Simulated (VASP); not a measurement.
Input of a VASP 6.6.1 run:

File INCAR:

```
ALGO = Normal
EDIFF = 1E-6
ENCUT = 900
GGA = PS
ISIF = 2
ISMEAR = 0
LASPH = T
LCHARG = F
LREAL = F
LWAVE = F
NBANDS = 44
NELM = 60
PREC = Accurate
SIGMA = 0.02
```

Contents of KPOINTS:

```
k-points
0
Gamma
  4 4 4
```

File POSCAR:

```
SiO2
1.0
    5.0303800000      0.0000000000      0.0000000000
    0.0000000000      5.0303800000      0.0000000000
    0.0000000000      0.0000000000      7.0077700000
Si O
4 8
Direct
    0.2984800000      0.2984800000      0.0000000000
    0.2015200000      0.7984800000      0.2500000000
    0.7015200000      0.7015200000      0.5000000000
    0.7984800000      0.2015200000      0.7500000000
    0.2396000000      0.1022500000      0.1783800000
    0.3977500000      0.7396000000      0.4283800000
    0.7604000000      0.8977500000      0.6783800000
    0.6022500000      0.2604000000      0.9283800000
    0.7396000000      0.3977500000      0.5716200000
    0.8977500000      0.7604000000      0.3216200000
    0.2604000000      0.6022500000      0.0716200000
    0.1022500000      0.2396000000      0.8216200000
```

Potentials or basis: VASP PAW PBE potentials, release 64 (Si, O_h).

Run with:

```bash
$ cat potpaw_PBE.64/Si/POTCAR potpaw_PBE.64/O_h/POTCAR > POTCAR
$ mpirun -np 1 vasp_std > vasp.out
```

Estimate the band gap on the k mesh.

5.57 eV, direct.

Predict the pressure.

-0.3 GPa.

Predict the largest force.

0.021 eV/Å.

Forces on the atoms (eV/Å):
```
Si  -0.015 -0.015  0.000
Si   0.015 -0.015  0.000
Si   0.015  0.015  0.000
Si  -0.015  0.015  0.000
O   -0.004  0.008  0.015
O   -0.008 -0.004  0.015
O    0.004 -0.008  0.015
O    0.008  0.004  0.015
O   -0.004 -0.008 -0.015
O   -0.008  0.004 -0.015
O    0.004  0.008 -0.015
O    0.008 -0.004 -0.015
```

Caveat: the cutoff is under 1.25 times the usual one of these potentials, so pressure, stress and relaxed cells hold a basis-set (Pulay) error; the PAW data sets were made with another functional, which shifts forces and pressure a little. A hybrid or GW would open this gap; PBEsol tends to underestimate it.
